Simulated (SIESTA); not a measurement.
Input of a SIESTA 5.4.2 run:

The input ZnSe.fdf:

```
SystemName                      Stilleite
SystemLabel                     ZnSe
NumberOfSpecies                 2
NumberOfAtoms                   2
%block ChemicalSpeciesLabel
  1  34 Se
  2  30 Zn
%endblock ChemicalSpeciesLabel

LatticeConstant                 1.0 Ang
%block LatticeVectors
     0.0000000000     2.8338000000     2.8338000000
     2.8338000000     0.0000000000     2.8338000000
     2.8338000000     2.8338000000     0.0000000000
%endblock LatticeVectors
AtomicCoordinatesFormat         Fractional
%block AtomicCoordinatesAndAtomicSpecies
     0.7500000000     0.7500000000     0.7500000000  1  Se
     0.0000000000     0.0000000000     0.0000000000  2  Zn
%endblock AtomicCoordinatesAndAtomicSpecies

%block kgrid.MonkhorstPack
    8   0   0  0.0
    0   8   0  0.0
    0   0   8  0.0
%endblock kgrid.MonkhorstPack
XC.Functional                   GGA
XC.Authors                      PBE
PAO.BasisSize                   TZP
PAO.EnergyShift                 0.01 Ry
Mesh.Cutoff                     800 Ry
OccupationFunction              FD
ElectronicTemperature           0.05 eV
MaxSCFIterations                120
SCF.MustConverge                false
SCF.Mixer.Method                Pulay
SCF.Mixer.Weight                0.25
SCF.Mixer.History               8
SCF.DM.Tolerance                5.0e-05
SCF.H.Tolerance                 1.0e-03 eV
WriteForces                     true
Charge.Mulliken                 end
Charge.Hirshfeld                end
Charge.Voronoi                  end
SaveRho                         true
SaveElectrostaticPotential      true
BandLinesScale                  ReciprocalLatticeVectors
%block BandLines
    1    0.000000   0.000000   0.000000  \Gamma
   12    0.500000   0.000000   0.500000  X
    6    0.500000   0.250000   0.750000  W
    4    0.375000   0.375000   0.750000  K
   13    0.000000   0.000000   0.000000  \Gamma
   11    0.500000   0.500000   0.500000  L
    8    0.625000   0.250000   0.625000  U
    4    0.500000   0.250000   0.750000  W
    9    0.500000   0.500000   0.500000  L
    8    0.375000   0.375000   0.750000  K
    1    0.625000   0.250000   0.625000  U
    4    0.500000   0.000000   0.500000  X
%endblock BandLines
```

Potentials or basis: PseudoDojo 0.4 standard (PBE files), TZP (energy shift 0.01 Ry).

Command:

```sh
$ siesta < ZnSe.fdf > ZnSe.out 2>&1
```

(1) What does it give for the Hirshfeld charges?

(2) Predict the Voronoi charges.

(3) What does it give for the band gap along the path?

(4) What does it give for the band gap on the k mesh?

Results:

(1) Se -0.59; Zn +0.59 e.

(2) Se -0.53; Zn +0.53 e.

(3) 1.51 eV, direct.

(4) 1.51 eV, direct.

Caveat: the valence orbitals were made in a potential fitted to the semicore shell under them, which widens gaps by tenths of an eV or more; the basis of atomic orbitals isn't converged, which shifts pressures, moduli and gaps.

**Measured values to compare with.**

“Alloy Disordering Effects on the Thermal Conductivity and Energy Gap Temperature Dependence of Cd1−xZnxSe Ternary Crystals Grown by the Bridgman Method”, 2023, pmc:10253836 reports, for a bulk crystal of ZnSe at 300 K: band gap 2.695 ± 0.003 eV (an exciton energy, a little under the gap).

A measured gap of ZnSe is 2.695 eV (an exciton energy, a little under the gap; 300 K; “Alloy Disordering Effects on the Thermal Conductivity and Energy Gap Temperature Dependence of Cd1−xZnxSe Ternary Crystals Grown by the Bridgman Method”, 2023, pmc:10253836); the calculated 1.51 eV misses it by -1.19 eV. Spin-orbit coupling on Se is left out. The value is that of PBE in an atomic basis (PseudoDojo 0.4 standard (PBE files), TZP (energy shift 0.01 Ry)), whose error adds to the functional's,, without temperature or zero-point motion. Semilocal functionals fall short of measured gaps as a rule.
